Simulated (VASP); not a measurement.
Here is a VASP 6.6.1 calculation.

The input INCAR:

```
SYSTEM = Ti
  PREC = Accurate
  ENCUT = 520
  EDIFF = 1E-6
  ISMEAR = 0
  SIGMA = 0.1
  LREAL = .FALSE.
  LASPH = .TRUE.
  NELM = 60
  ALGO = Normal
  ISIF = 2
  LWAVE = .FALSE.
  LCHARG = .TRUE.
  GGA = PS
  LELF = .TRUE.
  LVHAR = .TRUE.
  NBANDS = 19
```

File KPOINTS:

```
regular mesh
0
G
  18 18 10
  0 0 0
```

Contents of POSCAR:

```
Ti
1.0
    2.9357319200      0.0000000000      0.0000000000
   -1.4678659600      2.5424184200      0.0000000000
    0.0000000000      0.0000000000      4.6408561500
Ti
2
Direct
    0.3333333300      0.6666666700      0.2500000000
    0.6666666700      0.3333333300      0.7500000000
```

Potentials or basis: VASP PAW PBE potentials, release 64 (Ti_sv).

Launch:

```bash
$ cat potpaw_PBE.64/Ti_sv/POTCAR > POTCAR
$ mpirun -np 1 vasp_std > vasp.out
```

(1) Predict the pressure.

(2) What does it give for the band gap on the k mesh?

## Answers

(1) -4.1 GPa.

(2) none (metal or under the smearing width).

Caveat: the PAW data sets were made with another functional, which shifts forces and pressure a little.
